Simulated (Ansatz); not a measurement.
# C (Fd-3m) in Ansatz: notebook

Runs on C. Level: revPBE+D3(BJ). Tasks: single point, equation of state.

All numbers are computed with Ansatz 0.2.0; they aren't measurements. Logs are shortened: lines on timing, memory, paths and dates and some standing lists are left out, and cuts for length are marked.

**Experimental background.**

From “Equation of state of cubic boron nitride at high pressures and temperatures”, 2007, arxiv:cond-mat/0702656, for a bulk crystal of C: bulk modulus 444.8 ± 0.8 GPa.

The runs below are set against these values where they give the same quantity.

**1. The crystal as given**

It takes space group Fd-3m (No. 227, cubic). The conventional cell has a = 3.567 Å, b = 3.567 Å, c = 3.567 Å, α = 90.00°, β = 90.00°, γ = 90.00°. C (site symmetry -43m) is surrounded by 4 C at 1.54 Å.

This isn't the form of C at room conditions, which is graphite.

**2. Single point, revPBE+D3(BJ), 5.33 Å³/atom (volume scaled by 0.94)**

input.yaml

```yaml
crystal:
  lattice:
    - [0.0, 1.7469644787, 1.7469644787]
    - [1.7469644787, 0.0, 1.7469644787]
    - [1.7469644787, 1.7469644787, 0.0]
  atoms:
    - { symbol: C, position: [0.75, 0.75, 0.75] }
    - { symbol: C, position: [0.5, 0.5, 0.5] }
hamiltonian:
  xc: revpbe
  pseudopotentials: { kind: paw }
  dispersion: d3bj
kpoints:
  mp_grid: { grid: [13, 13, 13] }
scf:
  occupations: { method: fermi_dirac, width: 0.05 }
output:
  forces: true
  stress: true
  eigenvalues: true
  write_density: true
  write_potential: true
  elf: true
  volumetric_format: npy
```

Potentials or basis: Ansatz PAW.

On the command line:

```
ansatz run input.yaml --threads 2 --pin off --max-ram 5120MiB --backend cpu --events-out ev --progress --plain --runs-dir out
```

The program printed:

```text
Warning: RAYON_NUM_THREADS=2 ignored (pool sized by the plan → 2); use --threads N
Engine: ansatz 0.2.0, x86_64-unknown-linux-gnu
Pseudopotentials: kind: paw
Pseudopotential: C, paw, valence charge 4, recommended cutoff 420 eV (normal), C.paw.azcp
Functional definition: revPBE
  parameter kappa = 1.245
  parameter beta = 0.06672455060314922
  exchange = pbe_x(kappa = kappa, mu = beta*pi^2/3)
  correlation = pbe_c(beta = beta)
Crystal: 2 atoms, lattice volume = 10.663 Å³
Basis set: ecut = 420 eV, 181 PW (Γ), exchange–correlation on 36×36×36 points (8 copies of the dense FFT grid, shifted against one another)
Bands: 8, of which v1, the nominal top of the filled ones, is band 4 counted from 1 (3 counted from 0)
Symmetry: 48 space group operations
Space group: Fd-3m (ITA 227), of the structure as read, at distance tolerance 2.2e-5 Å
k-points: 84 of 2197
Non-local potential: C, projectors of the file, l = 0: 2, l = 1: 2, l = 2: 1
PAW form: soft (Blöchl's): semilocal exchange-correlation on the pseudo side does not see the compensation charge
PAW frozen core: C, regenerated for the run's functional, and the local potential with it (the file was generated under x = pbe(κ = 0.804, μ = 0.2195149727645171), c = pbe(β = 0.06672455060314922))
PAW one-centre angular grid: C, 110 points (default); XC on 64 Gauss nodes
Initial density: superposition of atomic densities (neutral atoms: chi_scale 0, normalization atom), corrected by the library's trained network
Initial wavefunctions: pseudopotential atomic-orbital guess
Functional: x = revpbe(κ = 1.245, μ = 0.2195149727645171), c = pbe(β = 0.06672455060314922)
SCF iter   1: F=—  HF=-504.164781 eV  |F-HF|=—  |Δ(HF+E_count)|=         —  Δρ=4.80e-3  dr2=9.16e-4  ethr=1.77e-3  ⟨swp⟩=4.7  Hψ=4348  notcnv=0
preconditioner: auto → none  [insulator: Δε(μ)=4.262 eV  Ē_g=20.606 eV  σ=0.050 eV  W_gap=1.00  n_scr=0 (ndim 8)  ℏωp=32.2 eV  f_vac=0.000  D(μ)=0.00/eV (n_scr^D=0)  ε∞_Penn≈3.4]
SCF iter   2: F=—  HF=-504.164781 eV  |F-HF|=—  |Δ(HF+E_count)|=   3.43e-7  Δρ=1.99e-3  dr2=1.15e-4  ethr=1.14e-5  ⟨swp⟩=2.0  Hψ=1576  notcnv=0
SCF iter   3: F=—  HF=-504.164856 eV  |F-HF|=—  |Δ(HF+E_count)|=   7.46e-5  Δρ=2.90e-4  dr2=1.56e-6  ethr=1.44e-6  ⟨swp⟩=2.8  Hψ=1040  notcnv=0
SCF iter   4: F=—  HF=-504.164861 eV  |F-HF|=—  |Δ(HF+E_count)|=   5.34e-6  Δρ=2.29e-5  dr2=3.60e-8  ethr=1.95e-8  ⟨swp⟩=2.4  Hψ=984  notcnv=0
iter 5 did not close the SCF: its close was put off for the readings that it lacked (scf_convergence_deferred on its scf_iter line)
SCF iter   5: F=-504.164861 eV  HF=-504.164861 eV  |F-HF|=1.12e-10  |Δ(HF+E_count)|=   5.10e-9  Δρ=1.12e-6  dr2=5.31e-11  ethr=4.51e-10  ⟨swp⟩=2.6  Hψ=1019  notcnv=0
SCF iter   6: F=-504.164861 eV  HF=-504.164861 eV  |F-HF|=1.14e-13  |Δ(HF+E_count)|=  1.31e-10  Δρ=8.39e-8  dr2=2.85e-13  ethr=1.00e-12  ⟨swp⟩=3.6  Hψ=2725  notcnv=0
SCF 1 converged in 6 iterations: F = -504.164861 eV  dr2 = 2.85e-13
SCF converged after 6 iterations
Free energy (F): -504.164861 eV
Harris-Foulkes:  -504.164861 eV  (|F-HF|=1.14e-13)
Internal energy: -504.164861 eV  (E = F + TS)
E sigma→0 (E₀):  -504.164861 eV
Fermi energy:    16.672176 eV
--- Per-component energies (eV) ---
  E_band       = 41.239365
  E_kinetic    = 188.797295
  E_local      = -116.806320  (includes V_loc(G=0)·N_el)
  E_nonlocal   = 53.181261
  E_hartree    = 25.862911
  E_xc         = -98.698361
  E_vxc        = -122.542014  (∫ρ·V_xc dr)
  E_paw        = -200.424792  (= ΣΔE_a)
  E_vpaw       = -13.116690  (= ΣTr[D̂ρ^β])
  E_aug_tail   = 0.000012  (compensation charges beyond the density's cutoff)
  E_ewald      = -355.212636
  E_disp       = -0.840898  (pairwise vdW)
  E_core_change = -0.023335  (= ΣΔE_core)
  E_smearing   = -0.000000  (= −TS)
  E_closure    = -0.000000  (closes the sum)
  Σ components = -504.164861   (vs F -504.164861, Δ=0.00e0)
--- Forces (eV/Å), atoms counted from 1 ---
  atom   1  C      0.00000000    -0.00000000     0.00000000
  atom   2  C     -0.00000000     0.00000000     0.00000000
  max |Σ_I F_I| component: 5.55e-17 eV/Å
--- Stress (GPa, compression-positive) ---
       24.824627      -0.000000       0.000000
        0.000000      24.824627       0.000000
       -0.000000       0.000000      24.824627
  P = ⅓ Tr σ = 24.8246 GPa (248.246 kbar)
--- Band table (eV; the first three rows and the last of 84) ---
  k-point 0: bands = ["-7.8363", "14.5558", "14.5558", "14.5558", "20.3273", "20.3273", "20.3273", "29.2297"]
  k-point 1: bands = ["-7.6654", "13.4278", "14.2554", "14.2554", "20.7192", "20.7192", "21.0210", "29.3383"]
  k-point 2: bands = ["-7.1541", "11.0437", "13.5834", "13.5834", "21.6019", "21.6019", "22.1794", "29.6475"]
  k-point 83: bands = ["1.3189", "2.8321", "5.3387", "6.3677", "25.0270", "25.2291", "27.4425", "28.7281"]
```

v_z.tsv:

```text
# z_ang	v_es[eV]	v_tot[eV]
# format = ansatz-planar-average/11
# xc	revpbe
# density_cutoff_ev	1680
# datasets	C=:simpson_from_first_knot:soft:shift=185565
# lattice	0.000000000	1.746964479	1.746964479
# lattice	1.746964479	0.000000000	1.746964479
# lattice	1.746964479	1.746964479	0.000000000
# sites	2
# site	6	2.620446718	2.620446718	2.620446718
# site	6	1.746964479	1.746964479	1.746964479
0.000000	9.167735e0	-2.440407e0
0.137254	1.129729e1	2.379583e-1
0.274509	1.219304e1	1.385351e0
0.411763	1.190146e1	1.008782e0
0.549018	1.037432e1	-9.266554e-1
0.686272	7.744724e0	-4.225181e0
[... 10 lines left out ...]
2.196072	2.893661e0	-1.038274e1
2.333326	6.179961e0	-6.195430e0
```

Wall time 0.64 s (2 threads of Intel Xeon Platinum 8259CL at 2.50GHz (Skylake/Cascade Lake), shared host); peak memory 0.5 GiB.

Results:

```yaml
Free_energy: -504.1649 eV
Pressure: 24.8 GPa
Band_gap_on_the_k_mesh: 4.28 eV, indirect (least direct gap 5.77 eV)
```

Caveat: odd divisions of the mesh miss points on the zone boundary, where band edges often lie, so the gap on the mesh can be too wide; the pressure holds a Pulay correction of +0.9 GPa for the finite cutoff; the PAW data sets come from PBE, with cores solved anew for the run's functional, which leaves a small shift of forces and pressure.

**3. Single point, revPBE+D3(BJ), 5.44 Å³/atom (volume scaled by 0.96)**

input.yaml, as its differences from that of step 2:

```diff
@@ -2,5 +2,5 @@
   lattice:
-    - [0.0, 1.7469644787, 1.7469644787]
-    - [1.7469644787, 0.0, 1.7469644787]
-    - [1.7469644787, 1.7469644787, 0.0]
+    - [0.0, 1.7592674508, 1.7592674508]
+    - [1.7592674508, 0.0, 1.7592674508]
+    - [1.7592674508, 1.7592674508, 0.0]
   atoms:
```

Potentials or basis: Ansatz PAW.

On the command line:

```
ansatz run input.yaml --threads 2 --pin off --max-ram 5120MiB --backend cpu --events-out ev --progress --plain --runs-dir out
```

Run time: 1 s. Hardware: 2 threads of Intel Xeon Platinum 8259CL at 2.50GHz (Skylake/Cascade Lake), shared host; peak memory 0.49 GiB.

The run converged. Its results:

```
Free energy            : -504.1923 eV
Pressure               : 14.1 GPa
Band gap on the k mesh : 4.23 eV, indirect (least direct gap 5.71 eV)
```

Caveat: odd divisions of the mesh miss points on the zone boundary, where band edges often lie, so the gap on the mesh can be too wide; the pressure holds a Pulay correction of +0.9 GPa for the finite cutoff; the PAW data sets come from PBE, with cores solved anew for the run's functional, which leaves a small shift of forces and pressure.

**4. Single point, revPBE+D3(BJ), 5.56 Å³/atom (volume scaled by 0.98)**

input.yaml

```yaml
crystal:
  lattice:
    - [0.0, 1.7714007132, 1.7714007132]
    - [1.7714007132, 0.0, 1.7714007132]
    - [1.7714007132, 1.7714007132, 0.0]
  atoms:
    - { symbol: C, position: [0.75, 0.75, 0.75] }
    - { symbol: C, position: [0.5, 0.5, 0.5] }
hamiltonian:
  xc: revpbe
  pseudopotentials: { kind: paw }
  dispersion: d3bj
kpoints:
  mp_grid: { grid: [13, 13, 13] }
scf:
  occupations: { method: fermi_dirac, width: 0.05 }
output:
  forces: true
  stress: true
  eigenvalues: true
```

On the command line:

```
ansatz run input.yaml --threads 2 --pin off --max-ram 5120MiB --backend cpu --events-out ev --progress --plain --runs-dir out
```

Wall time 0.65 s (2 threads of Intel Xeon Platinum 8259CL at 2.50GHz (Skylake/Cascade Lake), shared host); peak memory 0.5 GiB.

Results (log left out):

```yaml
Free_energy: -504.2052 eV
Pressure: 4.3 GPa
Band_gap_on_the_k_mesh: 4.19 eV, indirect (least direct gap 5.66 eV)
```

Caveat: odd divisions of the mesh miss points on the zone boundary, where band edges often lie, so the gap on the mesh can be too wide; the pressure holds a Pulay correction of +0.9 GPa for the finite cutoff; the PAW data sets come from PBE, with cores solved anew for the run's functional, which leaves a small shift of forces and pressure.

**5. Single point, revPBE+D3(BJ), 5.67 Å³/atom**

input.yaml, as its differences from that of step 4:

```diff
@@ -2,5 +2,5 @@
   lattice:
-    - [0.0, 1.7714007132, 1.7714007132]
-    - [1.7714007132, 0.0, 1.7714007132]
-    - [1.7714007132, 1.7714007132, 0.0]
+    - [0.0, 1.78337, 1.78337]
+    - [1.78337, 0.0, 1.78337]
+    - [1.78337, 1.78337, 0.0]
   atoms:
```

On the command line:

```
ansatz run input.yaml --threads 2 --pin off --max-ram 5120MiB --backend cpu --events-out ev --progress --plain --runs-dir out
```

Wall time 0.74 s (2 threads of Intel Xeon Platinum 8259CL at 2.50GHz (Skylake/Cascade Lake), shared host); peak memory 0.49 GiB.

It converged, with:

```yaml
Free_energy: -504.2050 eV
Pressure: -4.6 GPa
Band_gap_on_the_k_mesh: 4.14 eV, indirect (least direct gap 5.60 eV)
```

Caveat: odd divisions of the mesh miss points on the zone boundary, where band edges often lie, so the gap on the mesh can be too wide; the pressure holds a Pulay correction of +0.9 GPa for the finite cutoff; the PAW data sets come from PBE, with cores solved anew for the run's functional, which leaves a small shift of forces and pressure.

**6. Single point, revPBE+D3(BJ), 5.79 Å³/atom (volume scaled by 1.02)**

input.yaml, as its differences from that of step 5:

```diff
@@ -2,5 +2,5 @@
   lattice:
-    - [0.0, 1.78337, 1.78337]
-    - [1.78337, 0.0, 1.78337]
-    - [1.78337, 1.78337, 0.0]
+    - [0.0, 1.7951807415, 1.7951807415]
+    - [1.7951807415, 0.0, 1.7951807415]
+    - [1.7951807415, 1.7951807415, 0.0]
   atoms:
```

Potentials or basis: Ansatz PAW.

On the command line:

```
ansatz run input.yaml --threads 2 --pin off --max-ram 5120MiB --backend cpu --events-out ev --progress --plain --runs-dir out
```

Run time: 0.68 s. Hardware: 2 threads of Intel Xeon Platinum 8259CL at 2.50GHz (Skylake/Cascade Lake), shared host; peak memory 0.49 GiB.

The run converged. Its results:

```yaml
Free_energy: -504.1928 eV
Pressure: -12.6 GPa
Band_gap_on_the_k_mesh: 4.10 eV, indirect (least direct gap 5.54 eV)
```

Caveat: odd divisions of the mesh miss points on the zone boundary, where band edges often lie, so the gap on the mesh can be too wide; the pressure holds a Pulay correction of +0.9 GPa for the finite cutoff; the PAW data sets come from PBE, with cores solved anew for the run's functional, which leaves a small shift of forces and pressure.

**7. Single point, revPBE+D3(BJ), 5.90 Å³/atom (volume scaled by 1.04)**

input.yaml, as its differences from that of step 6:

```diff
@@ -2,5 +2,5 @@
   lattice:
-    - [0.0, 1.7951807415, 1.7951807415]
-    - [1.7951807415, 0.0, 1.7951807415]
-    - [1.7951807415, 1.7951807415, 0.0]
+    - [0.0, 1.806838086, 1.806838086]
+    - [1.806838086, 0.0, 1.806838086]
+    - [1.806838086, 1.806838086, 0.0]
   atoms:
@@ -20 +20,5 @@
   eigenvalues: true
+  write_density: true
+  write_potential: true
+  elf: true
+  volumetric_format: npy
```

On the command line:

```
ansatz run input.yaml --threads 2 --pin off --max-ram 5120MiB --backend cpu --events-out ev --progress --plain --runs-dir out
```

It took 0.92 s on 2 threads of Intel Xeon Platinum 8259CL at 2.50GHz (Skylake/Cascade Lake), shared host; peak memory 0.5 GiB.

The run converged. Its results:

| Quantity | Value |
| --- | --- |
| Free energy | -504.1696 eV |
| Pressure | -20.0 GPa |
| Band gap on the k mesh | 4.07 eV, indirect (least direct gap 5.50 eV) |

Caveat: odd divisions of the mesh miss points on the zone boundary, where band edges often lie, so the gap on the mesh can be too wide; the pressure holds a Pulay correction of +0.9 GPa for the finite cutoff; the PAW data sets come from PBE, with cores solved anew for the run's functional, which leaves a small shift of forces and pressure.

**8. Single point, revPBE+D3(BJ), 6.01 Å³/atom (volume scaled by 1.06)**

input.yaml

```yaml
crystal:
  lattice:
    - [0.0, 1.8183469191, 1.8183469191]
    - [1.8183469191, 0.0, 1.8183469191]
    - [1.8183469191, 1.8183469191, 0.0]
  atoms:
    - { symbol: C, position: [0.75, 0.75, 0.75] }
    - { symbol: C, position: [0.5, 0.5, 0.5] }
hamiltonian:
  xc: revpbe
  pseudopotentials: { kind: paw }
  dispersion: d3bj
kpoints:
  mp_grid: { grid: [13, 13, 13] }
scf:
  occupations: { method: fermi_dirac, width: 0.05 }
output:
  forces: true
  stress: true
  eigenvalues: true
```

On the command line:

```
ansatz run input.yaml --threads 2 --pin off --max-ram 5120MiB --backend cpu --events-out ev --progress --plain --runs-dir out
```

It took 0.8 s on 2 threads of Intel Xeon Platinum 8259CL at 2.50GHz (Skylake/Cascade Lake), shared host; peak memory 0.5 GiB.

It converged, with:

| Property | Result |
| --- | --- |
| Free energy | -504.1364 eV |
| Pressure | -26.7 GPa |
| Band gap on the k mesh | 4.03 eV, indirect (least direct gap 5.44 eV) |

Caveat: odd divisions of the mesh miss points on the zone boundary, where band edges often lie, so the gap on the mesh can be too wide; the pressure holds a Pulay correction of +0.9 GPa for the finite cutoff; the PAW data sets come from PBE, with cores solved anew for the run's functional, which leaves a small shift of forces and pressure.

**9. Equation of state, revPBE+D3(BJ)**

Potentials or basis: Ansatz PAW.

This step only gathers the single runs of the series.

Results:

- Equilibrium volume: 5.61 Å³/atom
- Bulk modulus: 440 GPa
- Pressure derivative of the bulk modulus: 3.6

Energy against volume, from the lowest point:
```tsv
volume (Å³/atom)	energy (meV/atom)
5.332	20.19
5.445	6.45
5.558	0.00
5.672	0.10
5.785	6.24
5.899	17.82
6.012	34.40
```

Caveat: the potentials were made for another functional, which shifts forces and pressure.

**10. Comparison with measurements**

Step 9. Measured bulk modulus of C: 444.8 GPa (quoted in “Equation of state of cubic boron nitride at high pressures and temperatures”, 2007, arxiv:cond-mat/0702656). This calculation gives 440 GPa (-1.0 %). 3 values of this kind are on record (442 to 444.8 GPa); this one was drawn at random among those near their median, those with a stated uncertainty first. The fit is for a static lattice scaled at fixed shape and fixed fractional positions. The cell as given is a measured one (5.67 Å³/atom); revPBE+D3(BJ) puts the equilibrium volume -1.0 % from it, thermal expansion not counted.
